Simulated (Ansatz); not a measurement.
A surface is cut from this relaxed crystal of C:

```xyz
4
Lattice="2.4988 0.0000 0.0000 -1.2494 2.1640 0.0000 0.0000 0.0000 4.1608" Properties=species:S:1:pos:R:3 pbc="T T T"
C     0.0000    1.4427    0.2613
C     1.2494    0.7213    2.3417
C     0.0000    1.4427    1.8191
C     1.2494    0.7213    3.8995
```

Miller indices refer to the conventional cell of P6_3/mmc (No. 194), a = 2.499 Å, b = 2.499 Å, c = 4.161 Å, α = 90.00°, β = 90.00°, γ = 120.00°. The bulk's gap is 3.05 eV.

The (100) slab of 12 planes, 11.5 Å thick with 15 Å of vacuum as cut; outer planes C (top) and C (bottom).

These are results of DFT PBEsol, scalar-relativistic, plane waves, PAW (Ansatz 0.2.0), not measurements. Cutoff 420 eV; k points 11×7×1 on the computed 24-atom cell (Γ-centred); Gaussian smearing, width 0.05 eV; no spin polarisation. A dipole correction removes the field between periodic images along c.

Results for the relaxed slab:

```yaml
Surface_energy_mean_of_both_faces: 2.74 J/m²
Gap_of_the_slab_on_the_mesh: 1.74 eV
Bulk_valence_band_top_under_the_vacuum_level: 5.31 eV
Bulk_conduction_band_bottom_under_the_vacuum_level: 2.26 eV
```

Relaxation lowers the energy by 2.204 J/m² a face; the largest move is 0.182 Å.

```csv
plane (bottom to top),atoms,"spacing to next, bulk (Å)",relaxed (Å),change (%)
1,C2,0.721,0.492,-31.8
2,C2,1.443,1.531,+6.1
3,C2,0.721,0.706,-2.1
4,C2,1.443,1.450,+0.5
5,C2,0.721,0.720,-0.2
6,C2,1.443,1.444,+0.1
7,C2,0.721,0.720,-0.2
8,C2,1.443,1.450,+0.5
9,C2,0.721,0.706,-2.1
10,C2,1.443,1.531,+6.1
11,C2,0.721,0.492,-31.8
12,C2,,,
```

The gap is read on a mesh, which can miss the band edges, so it can be too wide. Gaps are read on the k points sampled, so a band crossing between them can be missed.